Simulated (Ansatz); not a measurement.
The structure comes from a relaxation in the same program, started in the wurtzite type, and has space group P6_3/mmc. Whether it is a known phase or the ground state wasn't checked. The relaxation left the symmetry of that type.

A run of Ansatz 0.2.0 printed the following.

```
Warning: the atoms were moved onto the symmetric positions of the space group found under crystal.symmetry.tolerance 1.0e-5 (fractional; no operation is sought that the atoms, as they stand in a round, miss by more than twice it, and no atom is moved by as much as it), and the run uses the moved positions. Before a round's move an operation carried an atom to 8.93e-5 Å from where it should land, the largest such distance. Atom 0 (counting from 0) moved farthest, by 4.46e-5 Å; the longest move in fractions of the cell, of whichever atom, is 0.62 of the tolerance, in 1 round. To run the atoms as typed, lower crystal.symmetry.tolerance until the operations that they miss are no longer found, or set crystal.symmetry.detect: false (a key that needs symmetry detection or time reversal refuses this as the deck is read). The positions used, in the order of the run's atom list: position: [0.3333333333333333, 0.6666666666666666, -0.061999999999999965]; position: [0.6666666666666666, 0.3333333333333333, 0.438]; position: [0.3333333333333333, 0.6666666666666666, 0.438]; position: [0.6666666666666666, 0.3333333333333333, 0.938]; The lattice was moved too: crystal.lattice keeps the space group found at crystal.symmetry.tolerance 1.0e-5 only nearly: the operation that it misses by the most changes a squared length by the fraction 2.45e-11. The run uses the lattice that is a stretch of the typed one, with no rotation, onto the one that keeps every operation to a double's rounding (on a very oblique basis the stretch itself rounds by more); the deck's lattice vector that moved farthest moved by 3.92e-11 Å. To run the lattice as typed, set crystal.symmetry.detect: false, as for the atoms. crystal.lattice made exact, in Å and degrees: [[6.086143393473539, 2.886722581272643e-11, 0.0], [-3.0430716967617695, 5.270754789808482, 0.0], [0.0, 0.0, 7.1187877264]]. Pasted over the deck's crystal.lattice, beside positions in fractional coordinates, it runs the same cell (given as lengths and angles, that cell in the form's own orientation, a rigid turn of the misfit's size from the one run here, for which a checkpoint.post_process_only pass over this run's state can be refused: where this run relaxes nothing, give such a pass this deck's own crystal.lattice, as typed; behind a relaxation, as crystal.lattice, the state's own cell, identity.cell in its checkpoint.json), and a matrix so pasted ends this notice, except on a very skew basis of the lattice, where the rounding of the pasted numbers themselves can read as a misfit: the cell is then moved again, and that move is told again. The lattice as run is in this notice's lattice.as_run_ang field (Run.prep()["deck_notices"] in Python, the deck_notice line of an events file, deck_notices of ansatz run --dry-run=json, or deck_notices in record.json in the deck's checkpoint.write directory).
I: output.efg is read without spin–orbit coupling, which moves field gradients at and beside such atoms by some per cent and up to a factor of two; PAW files take it under magnetization.noncollinear and magnetization.spin_orbit
Engine: ansatz 0.2.0
Pseudopotentials: kind: paw
Pseudopotential: K, paw, valence charge 9, recommended cutoff 420 eV (normal)
Pseudopotential: I, paw, valence charge 17, recommended cutoff 420 eV (normal)
Functional definition: PBE
  parameter kappa = 0.804
  parameter beta = 0.06672455060314922
  exchange = pbe_x(kappa = kappa, mu = beta*pi^2/3)
  correlation = pbe_c(beta = beta)
Crystal: 4 atoms, lattice volume = 228.361 Å³
Basis set: ecut = 420 eV, 4457 PW (Γ), exchange–correlation on 90×90×96 points (8 copies of the dense FFT grid, shifted against one another)
Bands: 32, of which v1, the nominal top of the filled ones, is band 26 counted from 1 (25 counted from 0)
Symmetry: 24 space group operations
Space group: P63/mmc (ITA 194), of the structure as read, at distance tolerance 6.1e-5 Å
k-points: 30 of 320
Non-local potential: K, projectors of the file, l = 0: 3, l = 1: 2, l = 2: 2
Non-local potential: I, projectors of the file, l = 0: 2, l = 1: 2, l = 2: 2, l = 3: 2
PAW form: soft (Blöchl's): semilocal exchange-correlation on the pseudo side does not see the compensation charge
PAW one-centre angular grid: K, 110 points (default); XC on 64 Gauss nodes
PAW one-centre angular grid: I, 590 points (default); XC on 64 Gauss nodes
Initial density: superposition of atomic densities (neutral atoms: chi_scale 0, normalization atom), corrected by the library's trained network
Initial wavefunctions: pseudopotential atomic-orbital guess
Functional: x = pbe(κ = 0.804, μ = 0.2195149727645171), c = pbe(β = 0.06672455060314922)
SCF iter   1: F=—  HF=-18107.236189 eV  |F-HF|=—  |Δ(HF+E_count)|=         —  Δρ=3.57e-4  dr2=1.48e-4  ethr=1.77e-3  ⟨swp⟩=10.6  Hψ=5349  notcnv=0  defer=1
preconditioner: auto → Resta (q_TF=auto, 2.132 Å⁻¹)  ε∞=2.0  [insulator: Δε(μ)=3.748 eV  Ē_g=13.106 eV  σ=0.050 eV  W_gap=1.00  n_scr=40 (ndim 8)  ℏωp=13.0 eV  f_vac=0.307  D(μ)=0.00/eV (n_scr^D=0)  ε∞_Penn≈2.0]
SCF iter   2: F=—  HF=-18107.235353 eV  |F-HF|=—  |Δ(HF+E_count)|=   8.35e-4  Δρ=2.63e-4  dr2=1.30e-4  ethr=2.84e-7  ⟨swp⟩=3.0  Hψ=2372  notcnv=0  defer=22
SCF iter   3: F=—  HF=-18107.235341 eV  |F-HF|=—  |Δ(HF+E_count)|=   1.23e-5  Δρ=1.62e-4  dr2=4.57e-5  ethr=2.51e-7  ⟨swp⟩=2.0  Hψ=1563  notcnv=0  defer=22
SCF iter   4: F=—  HF=-18107.235394 eV  |F-HF|=—  |Δ(HF+E_count)|=   5.34e-5  Δρ=4.57e-5  dr2=3.64e-6  ethr=8.79e-8  ⟨swp⟩=2.0  Hψ=1696  notcnv=0  defer=22
SCF iter   5: F=—  HF=-18107.235411 eV  |F-HF|=—  |Δ(HF+E_count)|=   1.62e-5  Δρ=3.09e-5  dr2=9.18e-7  ethr=7.01e-9  ⟨swp⟩=2.0  Hψ=1336  notcnv=0  defer=22
SCF iter   6: F=—  HF=-18107.235410 eV  |F-HF|=—  |Δ(HF+E_count)|=   2.40e-7  Δρ=2.12e-5  dr2=6.04e-7  ethr=1.77e-9  ⟨swp⟩=2.1  Hψ=1660  notcnv=0  defer=22
SCF iter   7: F=-18107.235410 eV  HF=-18107.235410 eV  |F-HF|=1.48e-8  |Δ(HF+E_count)|=   5.67e-7  Δρ=2.47e-6  dr2=8.97e-9  ethr=1.92e-10  ⟨swp⟩=13.9  Hψ=7866  notcnv=0
SCF 1 converged in 7 iterations: F = -18107.235410 eV  dr2 = 8.97e-9
  greatest PAW one-centre occupation: 0.999 electrons in one spin orbital (limit 2), on the I atom at site 3 (counted from 0), in its partial waves of l = 2
NSCF: frozen V_eff on 113 k-points
WARN: The input density's exchange-correlation potential varies sharply where the density is thin. Do not read a vacuum level from v_tot or v_xc, or from such a field of the output density. On a cell that repeats whose density bears no net charge and no dipole along the vacuum's axis use v_es (v_loc + v_h of the components); under efield.dipole_correction with no amplitude use v_es + v_field, which holds any external_charges[].barrier, or the levels of the report's work_function block, which leave it out; under a non-zero efield.amplitude the vacuum is tilted and has no level; on a cell that repeats and bears such a dipole with no correction it is tilted too, and efield.dipole_correction with no amplitude gives each side of its ramp a level where efield: is served; in a cell that repeats whose density bears a net charge (total_charge, or a fill off its count) it is curved and has none; of a slab under crystal.periodic whose density bears no net charge use v_es, which has a level on each side, short of where the two are joined; of another it falls or rises all the way out and has none; of a slab beside external_charges read slab_vacuum_level instead, which it has where they leave it neutral. The grid or the basis barely resolves most such structure, and the values can differ between equally converged runs; as a rule a tighter scf.convergence.dr2_threshold does not remove it. Where the density itself ripples (under the LDA too) a higher basis.ecutwfc lessens it. The files hold the spikes' plane waves up to the density's cutoff. Files: v_tot and the like, and their columns of v_z.tsv (output.write_potential); v_xc and the like, and their columns of v_comp_z.tsv (output.write_potential_components); where files of the output density stand in their place, no point of their own thin density is over the threshold below, and this is of outcome.potential() and, of a run that writes arrays (npy), the arrays of these names. Measured: with its Gaussian average of σ = 0.25 Å subtracted twice, the exchange-correlation potential is over 0.1 eV at 424 of the grid points where the equally averaged density (valence and model cores) is under 1e-3 e/Å³, and 2.33 eV at the most among them, at an averaged density of 7.5e-4 e/Å³. See output.write_potential in the manual, Limitations
SCF converged after 7 iterations
Free energy (F): -18107.235410 eV
Harris-Foulkes:  -18107.235410 eV  (|F-HF|=1.48e-8)
Internal energy: -18107.235410 eV  (E = F + TS)
E sigma→0 (E₀):  -18107.235410 eV
Fermi energy:    2.433729 eV
--- Per-component energies (eV) ---
  E_band       = -1135.509955
  E_kinetic    = 885.129361
  E_local      = -6609.730434  (includes V_loc(G=0)·N_el)
  E_nonlocal   = -154.869308
  E_hartree    = 3112.471802
  E_xc         = -526.398549
  E_vxc        = -586.799224  (∫ρ·V_xc dr)
  E_paw        = -11198.051379  (= ΣΔE_a)
  E_vpaw       = -894.176338  (= ΣTr[D̂ρ^β])
  E_aug_tail   = -0.000030  (compensation charges beyond the density's cutoff)
  E_ewald      = -3615.786872
  E_smearing   = -0.000000  (= −TS)
  E_closure    = 0.000000  (closes the sum)
  Σ components = -18107.235410   (vs F -18107.235410, Δ=0.00e0)
--- Forces (eV/Å), atoms counted from 1 ---
  atom   1  K     -0.00000000    -0.00000000     0.00000000
  atom   2  K      0.00000000     0.00000000     0.00000000
  atom   3  I      0.00000000    -0.00000000     0.00000000
  atom   4  I     -0.00000000     0.00000000     0.00000000
  max |Σ_I F_I| component: 4.63e-18 eV/Å
--- Stress (GPa, compression-positive) ---
        0.017498      -0.000000       0.000000
       -0.000000       0.017498       0.000000
        0.000000       0.000000       0.000468
  P = ⅓ Tr σ = 0.0118 GPa (0.118 kbar)
--- PAW observables at the nuclei: V_zz in 10²¹ V/m², potentials from the cell's mean, atoms counted from 1 ---
  atom   1  K  V_zz =    -0.352280   η = 0.0000   by run symmetry: allowed
            electrostatic potential = -2060.806465 V   contact ρ = 34767.126664 e/Å³
  atom   2  K  V_zz =    -0.352280   η = 0.0000   by run symmetry: allowed
            electrostatic potential = -2060.806465 V   contact ρ = 34767.126664 e/Å³
  atom   3  I  V_zz =    +0.829705   η = 0.0000   by run symmetry: allowed
            electrostatic potential = -8882.730978 V   contact ρ = 1603912.520755 e/Å³
  atom   4  I  V_zz =    +0.829705   η = 0.0000   by run symmetry: allowed
            electrostatic potential = -8882.730978 V   contact ρ = 1603912.520755 e/Å³
--- Band table (eV; the first three rows and the last of 30) ---
  k-point 0: bands = ["-42.1808", "-42.1808", "-42.1775", "-42.1775", "-42.1774", "-42.1774", "-42.1762", "-42.1762", "-42.1762", "-42.1762", "-28.1836", "-28.1817", "-11.6916", "-11.6898", "-11.6898", "-11.6766", "-11.6766", "-11.6587", "-9.8715", "-9.7630", "-0.2936", "-0.0207", "-0.0207", "0.2243", "0.2243", "0.4914", "4.2460", "6.2200", "6.8611", "6.8611", "7.5153", "7.5153"]
  k-point 1: bands = ["-42.1808", "-42.1808", "-42.1775", "-42.1775", "-42.1774", "-42.1774", "-42.1762", "-42.1762", "-42.1762", "-42.1762", "-28.1835", "-28.1819", "-11.6968", "-11.6885", "-11.6885", "-11.6779", "-11.6779", "-11.6707", "-9.8445", "-9.7569", "-0.2990", "-0.0019", "-0.0019", "0.1956", "0.1956", "0.3074", "4.5039", "6.1448", "6.9723", "6.9723", "7.6760", "7.6760"]
  k-point 2: bands = ["-42.1808", "-42.1808", "-42.1774", "-42.1774", "-42.1774", "-42.1774", "-42.1762", "-42.1762", "-42.1762", "-42.1762", "-28.1830", "-28.1824", "-11.7022", "-11.6925", "-11.6851", "-11.6851", "-11.6811", "-11.6811", "-9.7908", "-9.7574", "-0.2438", "-0.0267", "0.0513", "0.0513", "0.1263", "0.1263", "5.0724", "5.7007", "7.2525", "7.2525", "7.6385", "7.6385"]
  k-point 29: bands = ["-42.1808", "-42.1808", "-42.1774", "-42.1774", "-42.1774", "-42.1774", "-42.1762", "-42.1762", "-42.1762", "-42.1762", "-28.1826", "-28.1825", "-11.7527", "-11.7518", "-11.6896", "-11.6839", "-11.6643", "-11.6631", "-9.7119", "-9.7074", "-0.4437", "-0.4202", "-0.0423", "0.1136", "0.2646", "0.2962", "6.0165", "6.1342", "6.8249", "7.0407", "7.4864", "7.8511"]
--- Löwdin populations: 4 sites ---
  site symbol       q [e]
     0      K      8.2741
     1      K      8.2741
     2      I     17.6780
     3      I     17.6780
  spilling = 0.001842 (of n_electrons = 52.000000)
--- Bader charges: 4 sites ---
  site symbol  charge [e]  shift [e]
     0      K      0.8278     0.0000
     1      K      0.8278     0.0000
     2      I     -0.8278     0.0000
     3      I     -0.8278     0.0000
  estimated error of the sums over rays = 3.7e-4 e
```

The cell and starting positions:

```
CELL_PARAMETERS angstrom
6.08614 0.00000 0.00000
-3.04307 5.27075 0.00000
0.00000 0.00000 7.11879
ATOMIC_POSITIONS crystal
K 0.33333 0.66667 0.93799
K 0.66667 0.33333 0.43799
I 0.33333 0.66667 0.43801
I 0.66667 0.33333 0.93801
```

Parts of the input that the log doesn't repeat:

```yaml
  band_path:
    path:
      - [0.0, 0.0, 0.0]
      - [0.5, 0.0, 0.0]
      - [0.3333333333, 0.3333333333, 0.0]
      - [0.0, 0.0, 0.0]
      - [0.0, 0.0, 0.5]
      - [0.5, 0.0, 0.5]
      - [0.3333333333, 0.3333333333, 0.5]
      - [0.0, 0.0, 0.5]
      - [0.5, 0.0, 0.5]
    npoints: 14
output:
  forces: true
  stress: true
  eigenvalues: true
  efg: { contact_densities: true }
  populations: true
  bader: true
  dos: { projected: true, de: 0.2, e_range: [-14, 8] }
  write_density: true
  write_potential: true
  elf: true
  volumetric_format: npy
```

Write the input that produced this log.


```yaml
crystal:
  lattice:
    - [6.0861433935, 0.0, 0.0]
    - [-3.0430716968, 5.2707547898, 0.0]
    - [0.0, 0.0, 7.1187877264]
  atoms:
    - { symbol: K, position: [0.3333333333, 0.6666666667, -0.0620062688] }
    - { symbol: K, position: [0.6666666667, 0.3333333333, 0.4379937312] }
    - { symbol: I, position: [0.3333333333, 0.6666666667, 0.4380062688] }
    - { symbol: I, position: [0.6666666667, 0.3333333333, 0.9380062688] }
kpoints:
  mp_grid: { grid: [8, 8, 5] }
  band_path:
    path:
      - [0.0, 0.0, 0.0]
      - [0.5, 0.0, 0.0]
      - [0.3333333333, 0.3333333333, 0.0]
      - [0.0, 0.0, 0.0]
      - [0.0, 0.0, 0.5]
      - [0.5, 0.0, 0.5]
      - [0.3333333333, 0.3333333333, 0.5]
      - [0.0, 0.0, 0.5]
      - [0.5, 0.0, 0.5]
    npoints: 14
scf:
  occupations: { method: fermi_dirac, width: 0.05 }
hamiltonian:
  xc: pbe
  pseudopotentials: { kind: paw }
output:
  forces: true
  stress: true
  eigenvalues: true
  efg: { contact_densities: true }
  populations: true
  bader: true
  dos: { projected: true, de: 0.2, e_range: [-14, 8] }
  write_density: true
  write_potential: true
  elf: true
  volumetric_format: npy
```
This is the input that was run; digits and keys that the log doesn't show could differ in an equivalent one.
